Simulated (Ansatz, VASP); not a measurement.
This is a calculation of Na for VASP 6.6.1.

Contents of INCAR:

```
  PREC = Accurate
  ENCUT = 520
  EDIFF = 1E-7
  ISMEAR = -1
  SIGMA = 0.05
  LREAL = F
  LASPH = T
  NELM = 100
  ALGO = Normal
  ISIF = 2
  LWAVE = F
  LCHARG = F
  GGA = PE
  NBANDS = 10
```

Contents of KPOINTS:

```
regular mesh
0
Gamma
  9 9 9
```

Contents of POSCAR:

```
Na
1.0
   -2.1551792212      2.1551792212      2.1551792212
    2.1551792212     -2.1551792212      2.1551792212
    2.1551792212      2.1551792212     -2.1551792212
Na
1
Direct
    0.0000000000      0.0000000000      0.0000000000
```

Potentials or basis: VASP PAW PBE potentials, release 64 (Na_pv).

Run with:

```sh
$ cat potpaw_PBE.64/Na_pv/POTCAR > POTCAR
$ mpirun -np 1 vasp_std > vasp.out
```

Problem. Set up the same calculation for Ansatz 0.2.0. Potentials there: Ansatz PAW.

Solution. As run (the cutoff follows the program's own potentials):

File input.yaml:

```yaml
crystal:
  lattice:
    - [-2.1551792212, 2.1551792212, 2.1551792212]
    - [2.1551792212, -2.1551792212, 2.1551792212]
    - [2.1551792212, 2.1551792212, -2.1551792212]
  atoms:
    - { symbol: Na, position: [0.0, 0.0, 0.0] }
hamiltonian:
  xc: pbe
  pseudopotentials: { kind: paw }
kpoints:
  mp_grid: { grid: [9, 9, 9] }
scf:
  occupations: { method: fermi_dirac, width: 0.05 }
output:
  forces: true
  stress: true
  eigenvalues: true
```

Potentials or basis: Ansatz PAW.

Launch:

```sh
$ ansatz run input.yaml --threads 1 --pin off --max-ram 3584MiB --backend cpu --events-out ev --progress --plain --runs-dir out
```

Both were run:

|  | VASP | Ansatz | Ansatz less VASP |
| --- | --- | --- | --- |
| gap on the k mesh at the Fermi level (eV) | none | none | - |
| pressure (GPa) | -0.6 | -0.5 | +0.01 |

A gap of «none» marks a metal or a gap that the smearing closes. The functional is the same, so the differences come from potentials, cutoffs and numerics. The two sets of potentials don't hold the same shells in valence.
